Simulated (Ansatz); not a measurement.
Crystal: HfO2.

```
Hf O
1.0
     5.11800    0.00000    0.00000
     0.00000    5.18570    0.00000
    -0.85866    0.00000    5.21387
Hf O
4 8
Direct
  0.27550 0.46030 0.70800
  0.72450 0.96030 0.79200
  0.72450 0.53970 0.29200
  0.27550 0.03970 0.20800
  0.07420 0.16840 0.84670
  0.92580 0.66840 0.65330
  0.92580 0.83160 0.15330
  0.07420 0.33160 0.34670
  0.44870 0.74190 0.98010
  0.55130 0.24190 0.51990
  0.55130 0.25810 0.01990
  0.44870 0.75810 0.48010
```

- Program: Ansatz 0.2.0
- Task: relaxation of cell and atoms
- Functional: RPBE
- Dispersion: D3(BJ)
- Potentials or basis: Ansatz PAW
- Cutoff: 420 eV (not typed: the program's choice for these potentials)
- k mesh: 5 × 5 × 5
- Occupations: fermi-dirac, width 0.05 eV
- Spin: no spin polarisation

At the start: volume 11.53 Å³/atom.

Problem. How do energy, volume and symmetry change on relaxing?

Solution. It ends after 10 steps and the volume is 10.46 Å³/atom (-9.3 %); space group P2_1/c (No. 14, to 0.05 Å).

The path:
```tsv
step	energy change (eV)	largest force (eV/Å)	volume (Å³)
1	0.0000	0.4881	138.38
2	-0.2061	0.4778	131.26
3	-0.2666	0.2069	132.33
4	-0.3698	0.2665	132.40
5	-0.5160	0.1190	130.04
6	-0.5960	0.0956	125.38
7	-0.5963	0.0072	126.00
8	-0.5685	0.0080	126.00
9	-0.5719	0.0071	125.50
10	-0.5696	0.0071	125.50
```

Final structure:
```yaml
crystal:
  lattice:
    - [4.92188, 0.00000, 0.17436]
    - [0.00000, 5.20128, 0.00000]
    - [-0.64814, 0.00000, 4.87919]
  atoms:
    - { symbol: Hf, position: [0.27394, 0.46422, 0.71953] }
    - { symbol: Hf, position: [0.72606, 0.96422, 0.78047] }
    - { symbol: Hf, position: [0.72606, 0.53578, 0.28047] }
    - { symbol: Hf, position: [0.27394, 0.03578, 0.21953] }
    - { symbol: O, position: [0.10488, 0.10799, 0.78783] }
    - { symbol: O, position: [0.89512, 0.60799, 0.71217] }
    - { symbol: O, position: [0.89512, 0.89201, 0.21217] }
    - { symbol: O, position: [0.10488, 0.39201, 0.28783] }
    - { symbol: O, position: [0.44284, 0.73859, 0.99341] }
    - { symbol: O, position: [0.55716, 0.23859, 0.50659] }
    - { symbol: O, position: [0.55716, 0.26141, 0.00659] }
    - { symbol: O, position: [0.44284, 0.76141, 0.49341] }
```

Caveat: the plane-wave basis is chosen anew once the cell has moved, so the energies of steps on either side of that aren't comparable; the pressure holds a Pulay correction of +0.8 GPa for the finite cutoff; the PAW data sets come from PBE, with cores solved anew for the run's functional, which leaves a small shift of forces and pressure.
